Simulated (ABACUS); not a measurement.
W:

```
CELL_PARAMETERS angstrom
0.00000 2.03000 2.03000
2.03000 0.00000 2.03000
2.03000 2.03000 0.00000
ATOMIC_POSITIONS crystal
W 0.00000 0.00000 0.00000
```

This isn't the form of W at room conditions, which is bcc.

| Quantity | Value |
| --- | --- |
| Program | ABACUS 3.10.1 |
| Task | single point |
| Functional | PBE |
| Potentials or basis | PseudoDojo NC SR 0.4.1 PBE standard |
| Cutoff | 1361 eV |
| Density cutoff | 5442 eV |
| Basis | DZP LCAO (the cutoffs set its grid) |
| k mesh | 11 × 11 × 11 |
| Occupations | fermi-dirac, width 0.05 eV |
| Spin | no spin polarisation |

On this cell: pressure -3.5 GPa; band gap on the k mesh none (metal or under the smearing width).

The same run follows on a disturbed copy (cell strained at random at fixed volume):

```
W
1.0
     0.01192    2.00823    2.03186
     2.02971    0.01106    2.03272
     2.05415    2.03352   -0.01337
W
1
Direct
  0.99325 0.99126 0.01410
```

Q: What does the disturbed cell give?

A: The energy (extrapolated to zero smearing) moves by -4.8 meV/atom; pressure -3.4 GPa; band gap on the k mesh none (metal or under the smearing width).

Stress tensor (GPa, compression positive):
```
-2.77  2.52 -0.76
 2.52 -5.33 -1.06
-0.76 -1.06 -2.24
```

The energy falls, though the first cell shows no forces: that form is unstable against this distortion, unless noise or another electronic state is at work.

Caveats: the atomic orbitals were generated for these runs and aren't a published set; the basis of atomic orbitals isn't converged, which shifts pressures, moduli and gaps.
